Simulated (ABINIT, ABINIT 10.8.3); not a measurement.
# Lattice constant of KCl: PBEsol within 1 % of the room-temperature value with two sets of potentials

## Background

Potassium chloride crystallises in the rock-salt structure, so a single length, the cubic lattice constant $a$, fixes the whole cell. The reference is $a = 6.29294$ Å at room temperature, taken from a printed reference work on crystallographic data and neutron monochromator reference tables. It is a compiled value, and the method behind it is not given with it. A value of this kind for pure KCl most likely comes from powder diffraction, which would make it the mean lattice constant of a thermally expanded crystal. The diffraction structure from the Crystallography Open Database that serves as the starting cell has $a = 6.293$ Å. It agrees with the reference to within rounding, so the relaxations start practically at the measured cell.

| compared with | measured | source's wording or label | T (K) | method |
| --- | --- | --- | --- | --- |
| a (Å) | 6.29294 | cubic a | room temperature | compiled value, method not stated |

Conditions are those given with the value in the passage it was taken from; "not stated" means there, and the paper may say more elsewhere. The values are a selection: others may have been left out beforehand as unlike or outlying.

## Strategy

The aim is to obtain $a$ from a full relaxation of the two-atom primitive cell in its cubic symmetry. Success means a computed $a$ within 1 % of the measured one, about 0.06 Å. That is narrow enough to expose the usual errors of semilocal functionals in soft ionic crystals, where LDA tends to give cells clearly too small and PBE cells somewhat too large.

The calculation describes a static lattice, whereas the reference contains thermal expansion and zero-point motion. Together these lengthen $a$ in KCl by roughly 1 %, so an accurate static value should lie below the reference by about that much. The target is applied to the direct comparison, and the offset is weighed in the final judgement.

PBEsol is the functional of choice, because it was built for equilibrium properties of solids and usually falls between LDA and PBE. LDA would save little in so small a cell and would bring its overbinding with it. The PBEsol result is to be checked for plane-wave cutoff, k mesh and potentials, and one neighbouring functional is to be set beside it for scale.

System: KCl, rock salt; Fm-3m (No. 225), 2 atoms in the primitive cell; the database structure is a diffraction structure: a = 6.293 Å; structure from the Crystallography Open Database.

## 1. PBEsol relaxation with PAW datasets

The first relaxation uses PAW datasets at a cutoff of 20 Ha and a 4x4x4 k mesh, which should be ample sampling for a wide-gap insulator. The datasets were generated for PBE, a small inconsistency under PBEsol that a later change of potentials can test. The lattice constant is expected somewhat below the measured one.

**Run 1.** ABINIT 10.8.3: PBEsol, JTH PAW datasets, cell and atoms relaxed from the database structure, cutoff 20 Ha, 4x4x4 k mesh, Gaussian smearing 0.02 eV; PBE datasets.

Key lines of the input:
```
# potential files: JTH PAW datasets, made for PBE
ecut 20
pawecutdg 40
ecutsm 0.5
dilatmx 1.06
optcell 2
ionmov 2
ntime 50
tolmxf 5.0d-5
ixc -116133
ngkpt 4 4 4
shiftk 0.0 0.0 0.0
occopt 7
tsmear 0.02 eV
nband 13
nstep 80
tolvrs 1.0d-10
diemac 6
pseudos "K.xml, Cl.xml"
ntypat 2
znucl 19 17
natom 2
typat 1 2
# ... acell, rprim, xred
```

Command:
```
OMP_NUM_THREADS=1 mpirun -n 4 abinit run.abi > run.log
```

Selected lines of the output:
```
 At Broyd/MD step   4, gradients are converged :
-Cartesian components of stress tensor (GPa)         [Pressure=  3.3393E-04 GPa]
```

Converged; 15 s on 4 cores of AMD EPYC 7R43 64, shared host.

| quantity | run 1 | measured | deviation |
| --- | --- | --- | --- |
| a (Å) | 6.2617 | 6.29294 | −0.0313 (−0.5 %) |
| conventional cell volume (Å³) | 245.51 |  |  |
| final pressure (GPa) | 0.00033 |  |  |

The relaxation converged with a negligible residual pressure and gives $a = 6.2617$ Å, 0.5 % below the measured value. This lies inside the target and on the expected side. About 0.03 Å remains before the lower limit is reached, so the numerical settings would have to shift the result by that much to change the outcome.

## 2. Cutoff and k mesh

Two relaxations test the basis and the sampling separately, one with the cutoff raised to 26 Ha and one with a 6x6x6 k mesh. The cutoff deserves the closer look, because KCl is soft and a small error in the stress translates into a visible change of length. The denser mesh should hardly matter in an insulator with a wide gap.

**Run 2.** ABINIT 10.8.3: PBEsol, JTH PAW datasets, cell and atoms relaxed from the database structure, cutoff 26 Ha, 4x4x4 k mesh, Gaussian smearing 0.02 eV; PBE datasets.

Key lines of the input, as changed from run 1:
```diff
- ecut 20
- pawecutdg 40
+ ecut 26
+ pawecutdg 52
```

Selected lines of the output:
```
-Cartesian components of stress tensor (GPa)         [Pressure= -1.0916E-02 GPa]
            acell      8.3610724622E+00  8.3610724622E+00  8.3610724622E+00 Bohr
```

Converged; 18 s on 4 cores of Arm Neoverse V2, shared host.

**Run 3.** ABINIT 10.8.3: PBEsol, JTH PAW datasets, cell and atoms relaxed from the database structure, cutoff 20 Ha, 6x6x6 k mesh, Gaussian smearing 0.02 eV; PBE datasets.

Key lines of the input, as changed from run 1:
```diff
- ngkpt 4 4 4
+ ngkpt 6 6 6
```

Selected lines of the output:
```
            acell      8.3671384453E+00  8.3671384453E+00  8.3671384453E+00 Bohr
```

Converged; wall time 19 s.

| quantity | run 2 | run 3 | measured |
| --- | --- | --- | --- |
| a (Å) | 6.2572 | 6.2617 | 6.29294 |
| conventional cell volume (Å³) | 244.98 | 245.52 |  |
| final pressure (GPa) | −0.01092 | 0.00064 |  |

The k mesh is settled: going to 6x6x6 leaves $a$ at 6.2617 Å. The higher cutoff shortens it by 0.0045 Å to 6.2572 Å, still within 1 % of the measurement. That relaxation stopped at a pressure of about −0.011 GPa, a slight tension whose removal would shorten the cell further. With a bulk modulus of very roughly 20 GPa, this amounts to about 0.001 Å, so the stopping point does not explain the shift between the cutoffs. The shift is small beside the distance to the limit, and the value at 26 Ha is the better one to judge by.

## 3. Other potentials and a neighbouring functional

The PAW datasets were made for PBE, so the PBEsol relaxation is repeated with PseudoDojo norm-conserving potentials at 37 Ha. Agreement to about 0.01 Å would show that the choice of potentials does not decide the outcome. A PBE relaxation with the original PAW settings supplies the scale of the functional's influence. There the datasets match the functional, and a cell larger than the measured one is expected, since PBE tends to underbind soft ionic crystals.

**Run 4.** ABINIT 10.8.3: PBEsol, PseudoDojo norm-conserving potentials, cell and atoms relaxed from the database structure, cutoff 37 Ha, 4x4x4 k mesh, Gaussian smearing 0.02 eV.

Key lines of the input, as changed from run 1:
```diff
- # potential files: JTH PAW datasets, made for PBE
- ecut 20
- pawecutdg 40
+ # potential files: PseudoDojo norm-conserving potentials, made for PBEsol
+ ecut 37
- ixc -116133
- pseudos "K.xml, Cl.xml"
+ pseudos "K.upf, Cl.upf"
```

Selected lines of the output:
```
            acell      8.3417591595E+00  8.3417591595E+00  8.3417591595E+00 Bohr
```

Converged; wall time 21 s.

**Run 5.** ABINIT 10.8.3: PBE, JTH PAW datasets, cell and atoms relaxed from the database structure, cutoff 20 Ha, 4x4x4 k mesh, Gaussian smearing 0.02 eV.

Key lines of the input, as changed from run 1:
```diff
- ixc -116133
```

Selected lines of the output:
```
            acell      8.5517168985E+00  8.5517168985E+00  8.5517168985E+00 Bohr
```

Converged; wall time 11 s.

| quantity | run 4 | run 5 | measured |
| --- | --- | --- | --- |
| a (Å) | 6.2427 | 6.3998 | 6.29294 |
| conventional cell volume (Å³) | 243.29 | 262.12 |  |
| final pressure (GPa) | −0.00064 | −0.00594 |  |

With the PseudoDojo potentials, which were made for PBEsol, the lattice constant is 6.2427 Å, 0.8 % below the measured value. The target is met again, but only about 0.013 Å remains before the lower limit. The result lies 0.0145 Å below the PAW value at 26 Ha, somewhat more than the 0.01 Å hoped for. The two sets differ in construction as well as in the functional they were made for, so the comparison does not show which of these causes the difference. The change of set, together with the cutoff that goes with it, moves $a$ more than the PAW cutoff step or the denser k mesh did.

PBE gives 6.3998 Å, 1.7 % above the measurement and outside the target. At the same cutoff, mesh and PAW datasets, the change from PBEsol to PBE lengthens $a$ by about 0.14 Å, far more than any of the numerical changes. Thermal expansion cannot excuse the PBE result, since adding it to a static cell that is already too large widens the miss.

## Results at a glance

| run | settings | a (Å) | deviation | cost |
| --- | --- | --- | --- | --- |
| 1 | PBEsol, JTH PAW datasets, cutoff 20 Ha, 4x4x4 k mesh, PBE datasets | 6.2617 | −0.0313 (−0.5 %) | 61 core-s |
| 2 | PBEsol, cutoff 26 Ha, PBE datasets | 6.2572 | −0.0358 (−0.6 %) | 72 core-s |
| 3 | PBEsol, 6x6x6 mesh, PBE datasets | 6.2617 | −0.0312 (−0.5 %) | 74 core-s |
| 4 | PBEsol, PseudoDojo, cutoff 37 Ha | 6.2427 | −0.0502 (−0.8 %) | 82 core-s |
| 5 | PBE, JTH PAW datasets, cutoff 20 Ha, 4x4x4 k mesh | 6.3998 | +0.1069 (+1.7 %) | under 1 core-min |
|  | measured | 6.29294 |  |  |

Further runs on the same system, made beside this series (convergence steps with loose settings among them):

| further | settings | a (Å) | deviation | cost |
| --- | --- | --- | --- | --- |
| F1 | Wu-Cohen GGA, PBE datasets | 6.2850 | −0.0079 (−0.1 %) | under 1 core-min |
| F2 | PBE+D3(BJ), JTH PAW datasets, cutoff 20 Ha, 4x4x4 k mesh | 6.2828 | −0.0102 (−0.2 %) | under 1 core-min |
| F3 | LDA, JTH PAW datasets, cutoff 20 Ha, 4x4x4 k mesh | 6.0887 | −0.2043 (−3.2 %) | 71 core-s |
| F4 | PBEsol, optcell 1, PBE datasets | 6.2617 | −0.0313 (−0.5 %) | under 1 core-min |
| F5 | PBEsol, cutoff 14 Ha, PBE datasets | 6.2641 | −0.0289 (−0.5 %) | under 1 core-min |
|  | measured | 6.29294 |  |  |

## How well does the simulation do?

PBEsol meets the 1 % target. The PAW relaxation at 26 Ha gives $a = 6.2572$ Å, 0.6 % below the measured value, for little more than one core-minute. PseudoDojo potentials give 6.2427 Å, 0.8 % below, so the pass holds with both sets, though with less room in the second.

The sign of the deviation is physically reasonable. Thermal expansion and zero-point motion, roughly 1 % in length, would carry the PBEsol values to slightly above the reference. The remaining error is then a few tenths of a per cent, too small to fix with so rough a correction.

The same reasoning changes the picture for the neighbouring levels. Wu-Cohen and PBE+D3(BJ) come within 0.2 % in the direct comparison, but their static cells leave almost no room for expansion, so this closeness probably contains a cancellation. Plain PBE misses by 1.7 %, and expansion would widen the miss. Adding D3(BJ) shortens its cell by about 0.12 Å. This is consistent with missing dispersion contributing to the miss but does not establish it, since an attractive correction shortens any cell and PBEsol shortens it by a similar amount without a dispersion term. LDA falls 3.2 % short, far more than expansion can explain.

The change of potentials was the most informative check, while the denser k mesh only confirmed the sampling. Cutoff convergence is less complete: $a$ falls by about 0.0024 Å from 14 to 20 Ha (F5 to run 1) and by 0.0045 Å from 20 to 26 Ha, so the steps do not yet shrink. They are small beside the PAW margin of about 0.03 Å. A cutoff test for the PseudoDojo potentials is not shown in this report, and the cause of the difference between the two sets remains open.

[Logs are printed without paths, hosts, clocks, repeated set-up lines and the standing remarks that a program may print on its own settings, such as how far it seeks lower states.]

[The runs shown are a pick from a larger set of finished runs; failed, doubtful and other runs were left out of it ahead of writing. So were measured values far from every level or from commonly accepted values, and agreement can look better than it is. Lines of input and output are excerpts and may be shortened.]
